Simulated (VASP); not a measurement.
# TiAl3 (I4/mmm) in VASP: single point with LDA

Aim: the single point of TiAl3 with LDA.

Program: VASP 6.6.1. These are calculated values, not measurements. Logs are shortened: lines on timing, memory, paths and dates and some standing lists are left out, and cuts for length are marked.

**1. The cell of the first run**

It takes space group I4/mmm (No. 139, tetragonal). The conventional cell has a = 3.779 Å, b = 3.779 Å, c = 8.485 Å, α = 90.00°, β = 90.00°, γ = 90.00°. Around Ti (site symmetry 4/mmm) lie 12 Al at 2.67 to 2.84 Å. Al (site symmetry 4/mmm) is surrounded by 4 Ti at 2.67 Å and 8 Al at 2.84 Å. Around Al (site symmetry -4m2) lie 8 Al at 2.67 to 2.84 Å and 4 Ti at 2.84 Å.

The cell comes from a database or a generator and needn't be the stable form of this composition.

**2. Single point, LDA (relaxed again under DFT LDA, scalar-relativistic, plane waves, PAW)**

Contents of INCAR:

```
PREC = Accurate ; ENCUT = 520
EDIFF = 1E-6 ; ISMEAR = 0
SIGMA = 0.1 ; LREAL = F
LASPH = T ; NELM = 100
ALGO = Fast ; ISIF = 2
LWAVE = F ; LCHARG = T
LELF = T ; LVHAR = T
NBANDS = 18
```

Contents of KPOINTS:

```
regular mesh
0
Gamma
  16 16 16
```

Contents of POSCAR:

```
TiAl3
1.0
   -1.8897123578      1.8897123578      4.2427233572
    1.8897123578     -1.8897123578      4.2427233572
    1.8897123578      1.8897123578     -4.2427233572
Ti Al
1 3
Direct
    0.0000000000      0.0000000000      0.0000000000
    0.5000000000      0.5000000000      0.0000000000
    0.7500000000      0.2500000000      0.5000000000
    0.2500000000      0.7500000000      0.5000000000
```

Potentials or basis: VASP PAW LDA potentials, release 64 (Ti_sv, Al).

On the command line:

```
> cat potpaw_LDA.64/Ti_sv/POTCAR potpaw_LDA.64/Al/POTCAR > POTCAR
> mpirun -np 1 vasp_std > vasp.out
```

OUTCAR:

```text
PREC = Accurate
   ENCUT = 520
   EDIFF = 1E-6
   ISMEAR = 0
   LREAL = F
   LASPH = T
   NELM = 100
   ISIF = 2

 ion  position               nearest neighbor table
   1  0.000  0.000  0.000-   2 2.67   2 2.67   2 2.67   2 2.67   4 2.84   3 2.84   4 2.84   4 2.84
                             3 2.84   3 2.84   4 2.84   3 2.84
   2  0.500  0.500  0.000-   1 2.67   1 2.67   1 2.67   1 2.67   4 2.84   3 2.84   4 2.84   3 2.84
                             4 2.84   4 2.84   3 2.84   3 2.84
   3  0.750  0.250  0.500-   4 2.67   4 2.67   4 2.67   4 2.67   2 2.84   1 2.84   2 2.84   1 2.84
                             2 2.84   2 2.84   1 2.84   1 2.84
   4  0.250  0.750  0.500-   3 2.67   3 2.67   3 2.67   3 2.67   2 2.84   1 2.84   2 2.84   2 2.84
                             1 2.84   1 2.84   2 2.84   1 2.84

  LATTYP: Found a body centered tetragonal cell.
 ALAT       =     3.7794247156
 C/A-ratio  =     2.2451688691

  Lattice vectors:

 A1 = (  -1.8897123578,   1.8897123578,   4.2427233572)
 A2 = (   1.8897123578,  -1.8897123578,   4.2427233572)
 A3 = (   1.8897123578,   1.8897123578,  -4.2427233572)

Analysis of symmetry for initial positions (statically):
=====================================================================
 Subroutine PRICEL returns:
 Original cell was already a primitive cell.

 Routine SETGRP: Setting up the symmetry group for a
 body centered tetragonal supercell.

 Subroutine GETGRP returns: Found 16 space group operations
 (whereof 16 operations were pure point group operations)
 out of a pool of 16 trial point group operations.

The static configuration has the point symmetry D_4h.

Analysis of symmetry for dynamics (positions and initial velocities):
=====================================================================
 Subroutine PRICEL returns:
 Original cell was already a primitive cell.

 Routine SETGRP: Setting up the symmetry group for a
 body centered tetragonal supercell.

 Subroutine GETGRP returns: Found 16 space group operations
 (whereof 16 operations were pure point group operations)
 out of a pool of 16 trial point group operations.

The dynamic configuration has the point symmetry D_4h.

 Subroutine INISYM returns: Found 16 space group operations
 (whereof 16 operations are pure point group operations),
 and found     1 'primitive' translations

----------------------------------------------------------------------------------------

                                     Primitive cell
[... 98 lines left out ...]
   NSW    =      0    number of steps for IOM
   IBRION =     -1    ionic relax: 0-MD 1-quasi-New 2-CG
   NFREE  =      0    steps in history (QN), initial steepest desc. (CG)
   ISIF   =      2    stress and relaxation
   ISYM   =      2    0-nonsym 1-usesym 2-fastsym
   POTIM  = 0.5000    time-step for ionic-motion
   TEBEG  =    0.0;   TEEND  =   0.0 temperature during run
   PSTRESS=    0.0 pullay stress
   NELECT =      21.0000    total number of electrons
   NUPDOWN=      -1.0000    fix difference up-down
   EMIN   =  10.00;   EMAX   =-10.00  energy-range for DOS
   EFERMI =   0.00;   METHOD = LEGACY
   ISMEAR =     0;   SIGMA  =   0.10  broadening in eV -4-tet -1-fermi 0-gaus
   EFERMI_NEDOS =   21; number of points for ismear=-14 and -15
   IALGO  =     68    algorithm
   IMIX   =      4    mixing-type and parameters
     AMIX     =   0.40;   BMIX     =  1.00
     AMIX_MAG =   1.60;   BMIX_MAG =  1.00
  volume/ion in A,a.u.               =      15.15       102.24
  Fermi-wavevector in a.u.,A,eV,Ry     =   1.149871  2.172942 17.989677  1.322204
  Thomas-Fermi vector in A             =   2.286538
   LORBIT       =      0    0 simple, 1 ext, 2 COOP (PROOUT), +10 PAW based schemes
   GGA     = CA    functional components
   LHFCALC =     F    Hartree Fock is set to
   AEXX    =    0.0000 exact exchange contribution
   IVDW    =     0    specifies the selected vdW correction
   LEPSILON=     F    determine dielectric tensor
   LRPA    =     F    only Hartree local field effects (RPA)
 non-spin polarized calculation
 RMM-DIIS sequential band-by-band and
 Gauss-broadening in eV      SIGMA  =   0.10
  energy-cutoff  :      520.00
  volume of cell :       60.60
 maximum number of plane-waves:      1645
 NGX is ok and might be reduce to    40
   NGX = 19   NGY = 19   NGZ = 19

 number of electron      21.0000000 magnetization

 Free energy of the ion-electron system (eV)
  ---------------------------------------------------
  ext. energy  EPLUGINS =         0.00000000
  ---------------------------------------------------
  free energy    TOTEN  =       -22.79865837 eV

  energy without entropy =      -22.79028645  energy(sigma->0) =      -22.79447241

 E-fermi :   8.4540     XC(G=0): -11.1144

 val. band max:        8.4451435788   @ k =  -0.3750  -0.3750   0.1875
 cond. band min:       8.4597514261   @ k =  -0.0625   0.1250   0.0625
 fundamental gap:      0.0146078473
 Fermi energy:         8.4540303890

 k-point     1 :       0.0000    0.0000    0.0000
  band No.  band energies     occupation
      1     -47.1958      2.00000
      2     -23.9091      2.00000
      3     -23.9091      2.00000
      4     -23.8300      2.00000
      5      -1.7836      2.00000
      6       5.5417      2.00000
[... 481 lines left out ...]
      5      -1.6999      2.00000
      6       5.6131      2.00000
[... 10 lines left out ...]
     17      12.5582      0.00000
     18      12.8159      0.00000

 [... further k-points ...]

------------------------ aborting loop because EDIFF is reached ----------------------------------------

  FORCE on cell =-STRESS in cart. coord.  units (eV):
  Direction    XX          YY          ZZ          XY          YZ          ZX
  --------------------------------------------------------------------------------------
  -------------------------------------------------------------------------------------
  Total        0.0416182      0.0416182      0.0385279      0.0000000      0.0000000      0.0000000
  in kB        1.1002673      1.1002673      1.0185663      0.0000000      0.0000000      0.0000000
  external PRESSURE =       1.0730337 kB  Pullay stress =       0.0000000 kB

 VOLUME and BASIS-vectors are now :
 -----------------------------------------------------------------------------
  energy-cutoff  :      520.00
  volume of cell :       60.60
      direct lattice vectors                 reciprocal lattice vectors
    -1.889712358  1.889712358  4.242723357     0.000000000  0.264590533  0.117848834
     1.889712358 -1.889712358  4.242723357     0.264590533  0.000000000  0.117848834
     1.889712358  1.889712358 -4.242723357     0.264590533  0.264590533  0.000000000

 POSITION                                       TOTAL-FORCE (eV/Angst)
 -----------------------------------------------------------------------------------
      0.00000      0.00000      0.00000        -0.000000     -0.000000     -0.000000
      0.00000      0.00000      4.24272        -0.000000     -0.000000     -0.000000
     -0.00000      1.88971      2.12136         0.000000     -0.000000      0.000000
      1.88971     -0.00000      2.12136        -0.000000      0.000000      0.000000
 -----------------------------------------------------------------------------------
    total drift:                               -0.000000     -0.000000     -0.000000

  FREE ENERGIE OF THE ION-ELECTRON SYSTEM (eV)
  ---------------------------------------------------
  free  energy   TOTEN  =       -22.7986583676 eV

  energy  without entropy=      -22.7902864538  energy(sigma->0) =      -22.79447241
```

OSZICAR:

```text
N       E                     dE             d eps       ncg     rms          rms(c)
DAV:   1     0.120580519546E+03    0.12058E+03   -0.92467E+03 12564   0.108E+03
DAV:   2    -0.161389141470E+02   -0.13672E+03   -0.13313E+03 12758   0.285E+02
DAV:   3    -0.244796593960E+02   -0.83407E+01   -0.81623E+01 19674   0.655E+01
[... 18 lines left out ...]
RMM:  22    -0.227986534133E+02   -0.26625E-05   -0.28763E-05 15701   0.175E-02    0.919E-03
RMM:  23    -0.227986552959E+02   -0.18826E-05   -0.21482E-05 15169   0.153E-02    0.727E-03
RMM:  24    -0.227986566211E+02   -0.13252E-05   -0.15059E-05 14642   0.128E-02    0.721E-03
RMM:  25    -0.227986576245E+02   -0.10034E-05   -0.12825E-05 15709   0.148E-02    0.123E-03
RMM:  26    -0.227986583676E+02   -0.74315E-06   -0.87888E-06 13702   0.116E-02
   1 F= -.22798658E+02 E0= -.22794472E+02  d E =-.837191E-02
```

stdout:

```text
POSCAR found type information on POSCAR TiAl
 POSCAR found :  2 types and       4 ions
 scaLAPACK will be used
 LDA part: xc-table for (Slater(with rela. corr.)+CA(PZ))
 , standard interpolation
 POSCAR, INCAR and KPOINTS ok, starting setup
 FFT: planning ... GRIDC
 FFT: planning ... GRID_SOFT
 FFT: planning ... GRID
 WAVECAR not read
 entering main loop
WARNING in EDDRMM: call to ZHEGV failed, returncode =   6  3     15
WARNING in EDDRMM: call to ZHEGV failed, returncode =   8  4     12
WARNING in EDDRMM: call to ZHEGV failed, returncode =   6  3     11
WARNING in EDDRMM: call to ZHEGV failed, returncode =   6  3     17
WARNING in EDDRMM: call to ZHEGV failed, returncode =   6  3     14
WARNING in EDDRMM: call to ZHEGV failed, returncode =   6  3     13
WARNING in EDDRMM: call to ZHEGV failed, returncode =   6  3     15
WARNING in EDDRMM: call to ZHEGV failed, returncode =   8  4     12
WARNING in EDDRMM: call to ZHEGV failed, returncode =   6  3     17
WARNING in EDDRMM: call to ZHEGV failed, returncode =   6  3     12
WARNING in EDDRMM: call to ZHEGV failed, returncode =   6  3     14
```

Run time: 10 min. Hardware: 1 thread of Intel Xeon 6975P-C (Granite Rapids), shared host; peak memory 0.48 GiB.

What came out:

| Item | Value |
| --- | --- |
| Free energy | -22.7987 eV |
| Pressure | 0.1 GPa |
| Band gap on the k mesh | none (metal or under the smearing width) |
